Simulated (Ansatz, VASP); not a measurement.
# La in VASP and in Ansatz

Contents of INCAR:

```
SYSTEM = La
PREC     = Accurate       ! precision mode
ENCUT    = 600            ! plane-wave cutoff, eV
EDIFF    = 1E-7           ! SCF threshold, eV
ISMEAR   = -1             ! smearing method
SIGMA    = 0.08           ! smearing width, eV
LREAL    = .False.        ! projectors in reciprocal space
LASPH    = .True.         ! aspherical terms in the spheres
NELM     = 60             ! most SCF steps
ALGO     = Normal         ! electronic algorithm
ISIF     = 3              ! what is computed and relaxed
LWAVE    = .False.        ! write WAVECAR
LCHARG   = .False.        ! write CHGCAR
GGA      = PE             ! functional
IBRION   = 2              ! ionic algorithm
NSW      = 60             ! ionic steps
EDIFFG   = -0.005         ! ionic threshold
```

KPOINTS

```
Automatic mesh
0
Gamma
  13 13 13
  0 0 0
```

POSCAR

```
La
1.0
   -2.1053153331      2.1053153331      2.1053153331
    2.1053153331     -2.1053153331      2.1053153331
    2.1053153331      2.1053153331     -2.1053153331
La
1
Direct
    0.0000000000      0.0000000000      0.0000000000
```

Input for Ansatz:

```yaml
crystal:
  lattice:
    - [-2.1053153331, 2.1053153331, 2.1053153331]
    - [2.1053153331, -2.1053153331, 2.1053153331]
    - [2.1053153331, 2.1053153331, -2.1053153331]
  atoms:
    - { symbol: La, position: [0.0, 0.0, 0.0] }
kpoints:
  mp_grid: { grid: [13, 13, 13] }
scf:
  occupations: { method: fermi_dirac, width: 0.08 }
hamiltonian:
  xc: pbe
  pseudopotentials: { kind: paw }
output:
  forces: true
  stress: true
relax:
  f_tol: 0.005
  max_steps: 40
  cell: {}
```

Alike in both runs: task relaxation of cell and atoms; functional PBE; k mesh 13 × 13 × 13; occupations fermi-dirac, width 0.08 eV; no spin polarisation.

|  | VASP | Ansatz |
| --- | --- | --- |
| version | VASP 6.6.1 | Ansatz 0.2.0 |
| potentials or method | VASP PAW PBE potentials, release 64 (La) | PAW with Ansatz's default frozen-core files, scalar-relativistic |
| plane-wave cutoff (eV) | 600 | 420 |
| valence electrons in the cell | 11 | 11 |

|  | VASP | Ansatz | Ansatz less VASP |
| --- | --- | --- | --- |
| relaxed volume (Å³/atom) | 37.88 | 37.82 | -0.062 |
| relaxed cell length with the largest relative difference (Å) | 3.664 | 3.662 | -0.0020 |

The runs have no spin-orbit coupling, so splittings on La are missing.
